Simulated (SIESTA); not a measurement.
The system is ZrS.

```xyz
2
Lattice="0.0000 2.6250 2.6250 2.6250 0.0000 2.6250 2.6250 2.6250 0.0000" Properties=species:S:1:pos:R:3 pbc="T T T"
Zr    0.0000    0.0000    0.0000
S     2.6250    2.6250    2.6250
```

Base run:

- Program: SIESTA 5.4.2
- Functional: PBEsol
- Potentials or basis: PseudoDojo 0.4 standard (PBEsol files)
- Basis: DZP (energy shift 0.003 Ry; two zetas on semicore shells)
- Grid cutoff: 800 Ry
- Energy shift: 0.003 Ry
- k mesh: 9 × 9 × 9
- Occupations: fermi-dirac, width 0.05 eV
- Spin: no spin polarisation

Its results: band gap on the k mesh none (metal or under the smearing width); pressure -4.3 GPa.

The run is repeated on the same cell with these changes: functional from PBEsol to LDA; potentials or basis from PseudoDojo 0.4 standard (PBEsol files) to PseudoDojo 0.4 standard (LDA files). What comes out?

Band gap on the k mesh none (metal or under the smearing width); pressure -6.9 GPa.

Caveats: the basis of atomic orbitals isn't converged, which shifts pressures, moduli and gaps.
